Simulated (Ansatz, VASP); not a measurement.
This is a calculation of BAs for Ansatz 0.2.0.

Contents of input.yaml:

```yaml
crystal:
  lattice:
    - [0.0, 2.3885, 2.3885]
    - [2.3885, 0.0, 2.3885]
    - [2.3885, 2.3885, 0.0]
  atoms:
    - { symbol: As, position: [0.75, 0.75, 0.75] }
    - { symbol: B, position: [0.0, 0.0, 0.0] }
kpoints:
  mp_grid: { grid: [10, 10, 10] }
scf:
  occupations: { method: gaussian, width: 0.024 }
hamiltonian:
  xc: pbe
  pseudopotentials: { kind: all_electron, lapw: { basis_error: 0.001 } }
output:
  forces: true
  stress: true
  eigenvalues: true
```

Potentials or basis: all-electron LAPW, scalar-relativistic.

The run is started by

```console
$ ansatz run input.yaml --threads 1 --pin off --max-ram 3072MiB --backend cpu --events-out ev --progress --plain --runs-dir out
```

Question: Translate it to VASP 6.6.1. Potentials there: VASP PAW PBE potentials, release 64 (As, B).

Answer: As run (the cutoff follows the program's own potentials):

The input INCAR:

```
ALGO = Normal
EDIFF = 1E-6
ENCUT = 520
GGA = PE
ISIF = 2
ISMEAR = 0
LASPH = True
LCHARG = True
LELF = True
LREAL = False
LVHAR = True
LWAVE = False
NBANDS = 11
NELM = 80
PREC = Accurate
SIGMA = 0.024
```

KPOINTS

```
k-points
0
Gamma
  10 10 10
```

Contents of POSCAR:

```
BAs
1.0
    0.0000000000      2.3885000000      2.3885000000
    2.3885000000      0.0000000000      2.3885000000
    2.3885000000      2.3885000000      0.0000000000
As B
1 1
Direct
    0.7500000000      0.7500000000      0.7500000000
    0.0000000000      0.0000000000      0.0000000000
```

Potentials or basis: VASP PAW PBE potentials, release 64 (As, B).

Command:

```bash
$ cat potpaw_PBE.64/As/POTCAR potpaw_PBE.64/B/POTCAR > POTCAR
$ mpirun -np 1 vasp_std > vasp.out
```

Both were run:

|  | VASP | Ansatz | Ansatz less VASP |
| --- | --- | --- | --- |
| gap on the k mesh at the Fermi level (eV) | 1.18 | 1.19 | +0.011 |
| least direct gap on the mesh (eV) | 3.28 | 3.28 | +0.008 |
| pressure (GPa) | 3.4 | 2.7 | -0.69 |

Ansatz ran all-electron here, so the differences hold the error of VASP's frozen core and of both bases.

A k mesh can miss the band edges. PBE gaps usually lie below the measured ones, often by a third to a half.
